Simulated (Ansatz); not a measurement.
Input of an Ansatz 0.2.0 run:

File input.yaml:

```yaml
crystal:
  lattice: { a: 3.3279, b: 3.3279, c: 3.3279, alpha: 90.0, beta: 90.0, gamma: 90.0 }
  space_group: 229
  reduce_to_primitive: true
  atoms:
    - { symbol: Nb, wyckoff: "2a", position: [0.0, 0.0, 0.0] }
hamiltonian:
  xc: pbesol
  pseudopotentials: { kind: paw }
  dispersion: d4
  hubbard: { sites: [{ species: Nb, l: d, u_eff: 3.0 }], double_counting: amf }
kpoints:
  mp_grid: { grid: [11, 11, 11] }
scf:
  occupations: { method: fermi_dirac, width: 0.025 }
  n_extra_bands: 6
output:
  forces: true
  stress: true
  eigenvalues: true
  dos: { projected: false, de: 0.05, nscf_kmesh: { grid: [17, 17, 17] } }
```

Potentials or basis: Ansatz PAW.

Command:

```bash
$ ansatz run input.yaml --threads 1 --pin off --max-ram 2560MiB --backend cpu --events-out ev --progress --plain --runs-dir out
```

(1) Predict the pressure.

(2) What does it give for the band gap on the k mesh?

## Answers

(1) -9.2 GPa.

(2) none (metal or under the smearing width).

Caveat: U without spin polarisation on a metal has little footing; pairwise dispersion overbinds metals, which lowers pressure and volume; the PAW data sets come from PBE, with cores solved anew for the run's functional, which leaves a small shift of forces and pressure; the U is typed as a test and isn't derived for this compound.
